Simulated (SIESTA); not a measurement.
MnS:

```
Mn S
1.0
     0.00000    2.60450    2.60450
     2.60450    0.00000    2.60450
     2.60450    2.60450    0.00000
Mn S
1 1
Direct
  0.00000 0.00000 0.00000
  0.50000 0.50000 0.50000
```

- Program: SIESTA 5.4.2
- Task: single point
- Functional: PBEsol
- Potentials or basis: PseudoDojo 0.4 standard (PBEsol files)
- Basis: DZP (energy shift 0.003 Ry; two zetas on semicore shells)
- Grid cutoff: 800 Ry
- Energy shift: 0.003 Ry
- k mesh: 9 × 9 × 9
- Occupations: fermi-dirac, width 0.05 eV
- Spin: collinear spin, ferromagnetic start
- Starting moments: [4.0, 0.0] μB

On this cell: pressure -6.1 GPa; largest force zero by symmetry; net moment 4.74 μB per cell; site moments Mn +4.60; S +0.14 μB; band gap on the k mesh none (metal or under the smearing width).

The same run follows on a disturbed copy (atoms moved at random, drawn with an rms of 0.05 Å):

```
Mn S
1.0
     0.00000    2.60450    2.60450
     2.60450    0.00000    2.60450
     2.60450    2.60450    0.00000
Mn S
1 1
Direct
  0.00369 0.00203 0.98863
  0.50638 0.51126 0.48776
```

Problem. What changes?

Solution. The energy (extrapolated to zero smearing) moves by +0.8 meV/atom; pressure -6.0 GPa; largest force 0.089 eV/Å; net moment 4.74 μB per cell; site moments Mn +4.60; S +0.14 μB; band gap on the k mesh none (metal or under the smearing width).

Forces on the atoms (eV/Å):
```
Mn   0.050  0.010  0.073
S   -0.049 -0.010 -0.073
```

Stress tensor (GPa, compression positive):
```
-6.00  0.00  0.00
 0.00 -6.08  0.00
 0.00  0.00 -5.95
```

Caveats: short orbitals over semicore shells can move pressures by several GPa; the basis of atomic orbitals isn't converged, which shifts pressures, moduli and gaps; a cell with one magnetic atom can't hold antiferromagnetic order, which such compounds often take; semilocal functionals often make such compounds metallic where correlation or magnetic order opens a gap, which also shifts bond lengths.
